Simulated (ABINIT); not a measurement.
Pd:

```
Pd
1.0
     0.00000    1.94650    1.94650
     1.94650    0.00000    1.94650
     1.94650    1.94650    0.00000
Pd
1
Direct
  0.00000 0.00000 0.00000
```

| Quantity | Value |
| --- | --- |
| Program | ABINIT 10.8.3 (patched build) |
| Task | relaxation of cell and atoms |
| Functional | LDA |
| Potentials or basis | JTH PAW LDA v2.0 |
| Cutoff | 599 eV |
| k mesh | 9 × 9 × 9 |
| Occupations | fermi-dirac, width 0.05 eV |
| Spin | no spin polarisation |

At the start: pressure -8.9 GPa; volume 14.75 Å³/atom.

**Question.** How do energy, volume and symmetry change on relaxing?

**Answer.** Over 5 steps the energy falls by 18.8 meV/atom and the volume is 14.11 Å³/atom (-4.3 %); space group Fm-3m (No. 225, to 0.05 Å).

The path:
```csv
step,energy change (eV),largest force (eV/Å),pressure (GPa),volume (Å³)
1,0.0000,0.0000,-8.93,14.75
2,-0.0160,0.0000,-3.71,14.35
3,-0.0187,0.0000,0.46,14.08
4,-0.0188,0.0000,-0.01,14.11
5,-0.0188,0.0000,0.00,14.11
```

Final structure:
```cif
data_structure
_symmetry_space_group_name_H-M 'P 1'
_symmetry_Int_Tables_number 1
_cell_length_a 2.7125
_cell_length_b 2.7125
_cell_length_c 2.7125
_cell_angle_alpha 60.000
_cell_angle_beta 60.000
_cell_angle_gamma 60.000
_cell_volume 14.11
loop_
_atom_site_label
_atom_site_type_symbol
_atom_site_fract_x
_atom_site_fract_y
_atom_site_fract_z
_atom_site_occupancy
Pd1 Pd 0.00000 0.00000 0.00000 1
```
